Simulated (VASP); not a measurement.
Here is a VASP 6.6.1 calculation.

The input INCAR:

```
PREC = Accurate
ENCUT = 600
EDIFF = 1E-7
ISMEAR = 0
SIGMA = 0.05
LREAL = F
LASPH = T
NELM = 100
ALGO = Normal
ISIF = 3
LWAVE = F
LCHARG = F
GGA = PS
IBRION = 2
NSW = 80
EDIFFG = -0.01
```

File KPOINTS:

```
Automatic mesh
0
Gamma
  12 12 10
```

The input POSCAR:

```
HfB2
1.0
    3.1749948148      0.0000000000      0.0000000000
   -1.5874974074      2.7496261665      0.0000000000
    0.0000000000      0.0000000000      3.4377639363
Hf B
1 2
Direct
    0.0000000000      0.0000000000      0.0000000000
    0.3333333333      0.6666666667      0.5000000000
    0.6666666667      0.3333333333      0.5000000000
```

Potentials or basis: VASP PAW PBE potentials, release 64 (Hf_pv, B).

The run is started by

```bash
$ cat potpaw_PBE.64/Hf_pv/POTCAR potpaw_PBE.64/B/POTCAR > POTCAR
$ mpirun -np 1 vasp_std > vasp.out
```

Task: What does it give for the space group after relaxing (to 0.05 Å)?

Result: P6/mmm (No. 191).

Task: What does it give for the relaxed cell?

Result: a = 3.125 Å, b = 3.125 Å, c = 3.449 Å, α = 90.00°, β = 90.00°, γ = 120.00°.

Task: Estimate the relaxed volume.

Result: 9.73 Å³/atom.

Task: What does it give for the band gap on the k mesh?

Result: None (metal or under the smearing width).

Step by step:
```
step  energy change (eV)  largest force (eV/Å)  pressure (GPa)  volume (Å³)
   1              0.0000                0.0000           -7.31        30.01
   2              0.0111                0.0000           11.32        28.07
   3             -0.0259                0.0000            0.59        29.11
   4             -0.0259                0.0000            0.76        29.09
   5             -0.0277                0.0000            0.09        29.18
```

Caveat: the PAW data sets were made with another functional, which shifts forces and pressure a little. The run has no spin-orbit coupling, so splittings on Hf are missing.
